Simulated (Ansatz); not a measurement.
# BaTiO3: response to strain

BaTiO3 is deformed so: zz strain of -1 %. What stress and forces result, by LAPW, PAW and all-electron datasets made for the crystal?

Program: Ansatz 0.2.0. Level of theory: DFT PBE, scalar-relativistic. These are calculated values, not measurements.

### 1 The starting structure

It takes space group P4mm (No. 99, tetragonal). The conventional cell has a = 4.000 Å, b = 4.000 Å, c = 4.018 Å, α = 90.00°, β = 90.00°, γ = 90.00°. Around Ba (site symmetry 4mm) lie 12 O at 2.79 to 2.88 Å. Ti (site symmetry 4mm) has 6 O at 1.87 to 2.15 Å as nearest neighbours. Around O (site symmetry 4mm) lie 2 Ti at 1.87 to 2.15 Å. O (site symmetry 2mm) has 2 Ti at 2.00 Å and 4 Ba at 2.79 to 2.88 Å as nearest neighbours.

Structure file:

```cif
data_structure
_symmetry_space_group_name_H-M 'P 1'
_symmetry_Int_Tables_number 1
_cell_length_a 3.9998
_cell_length_b 3.9998
_cell_length_c 4.0180
_cell_angle_alpha 90.000
_cell_angle_beta 90.000
_cell_angle_gamma 90.000
_cell_volume 64.28
loop_
_atom_site_label
_atom_site_type_symbol
_atom_site_fract_x
_atom_site_fract_y
_atom_site_fract_z
_atom_site_occupancy
Ba1 Ba 0.00000 0.00000 0.00000 1
Ti1 Ti 0.50000 0.50000 0.48200 1
O1 O 0.50000 0.50000 0.01600 1
O2 O 0.50000 0.00000 0.51500 1
O3 O 0.00000 0.50000 0.51500 1
```

Atoms are numbered in the order of the input: Ba1, Ti2, O3, O4, O5.

### 2 The deformed structure

Space group P4mm before, P4mm after.

### 3 All-electron LAPW

input.yaml reads:

```yaml
crystal:
  lattice:
    - [3.9998, 0.0, 0.0]
    - [0.0, 3.9998, 0.0]
    - [0.0, 0.0, 3.97782]
  atoms:
    - { symbol: Ba, position: [0.0, 0.0, 0.0] }
    - { symbol: Ti, position: [0.5, 0.5, 0.482] }
    - { symbol: O, position: [0.5, 0.5, 0.016] }
    - { symbol: O, position: [0.5, 0.0, 0.515] }
    - { symbol: O, position: [0.0, 0.5, 0.515] }
kpoints:
  mp_grid: { grid: [7, 7, 7] }
  band_path:
    path:
      - [0.0, 0.0, 0.0]
      - [0.0, 0.5, 0.0]
      - [0.5, 0.5, 0.0]
      - [0.0, 0.0, 0.0]
      - [0.0, 0.0, 0.5]
      - [0.0, 0.5, 0.5]
      - [0.5, 0.5, 0.5]
      - [0.0, 0.0, 0.5]
      - [0.0, 0.5, 0.0]
    npoints: 5
scf:
  occupations: { method: fermi_dirac, width: 0.08 }
hamiltonian:
  xc: pbe
  pseudopotentials: { kind: all_electron, lapw: { basis_error: 0.001 } }
output:
  forces: true
  stress: true
  eigenvalues: true
```

Started as:

```bash
ansatz run input.yaml --threads 2 --pin off --max-ram 6144MiB --backend cpu --events-out ev --progress --plain --runs-dir out
```

### 4 Frozen-core PAW

input.yaml reads:

```yaml
crystal:
  lattice:
    - [3.9998, 0.0, 0.0]
    - [0.0, 3.9998, 0.0]
    - [0.0, 0.0, 3.97782]
  atoms:
    - { symbol: Ba, position: [0.0, 0.0, 0.0] }
    - { symbol: Ti, position: [0.5, 0.5, 0.482] }
    - { symbol: O, position: [0.5, 0.5, 0.016] }
    - { symbol: O, position: [0.5, 0.0, 0.515] }
    - { symbol: O, position: [0.0, 0.5, 0.515] }
kpoints:
  mp_grid: { grid: [7, 7, 7] }
scf:
  occupations: { method: fermi_dirac, width: 0.08 }
hamiltonian:
  xc: pbe
  pseudopotentials: { kind: paw }
output:
  forces: true
  stress: true
  eigenvalues: true
  efg: { contact_densities: true }
```

### 5 All-electron PAW on datasets made for the crystal

input.yaml: that of step 4 with these lines changed.

```diff
@@ -17,3 +17,3 @@
   xc: pbe
-  pseudopotentials: { kind: paw }
+  pseudopotentials: { kind: all_electron, datasets: crystal }
 output:
```

(Steps that only read results are left out.)

What does the calculation give? Wanted: pressure; largest shear or deviatoric stress.

**Answer**, as computed:

| quantity | value |
| --- | --- |
| pressure | LAPW 4.50, PAW 4.50, crystal datasets 4.50 GPa |
| largest shear or deviatoric stress (LAPW) | 2.41 GPa |

What this shows: The largest part of the stress beyond the pressure is 2.41 GPa in size, in the zz component; the atoms are carried along and not relaxed. No run of the undeformed cell stands beside it, so the pressure holds what the given cell had before the change. PAW: stress within 0.02 GPa of LAPW, forces within 3 meV/Å. Crystal datasets: stress within 0.01 GPa of LAPW, forces within 1 meV/Å. Spin-orbit coupling is left out, though the cell holds Ba; in elements this heavy it can shift bands and gaps by tenths of an eV.
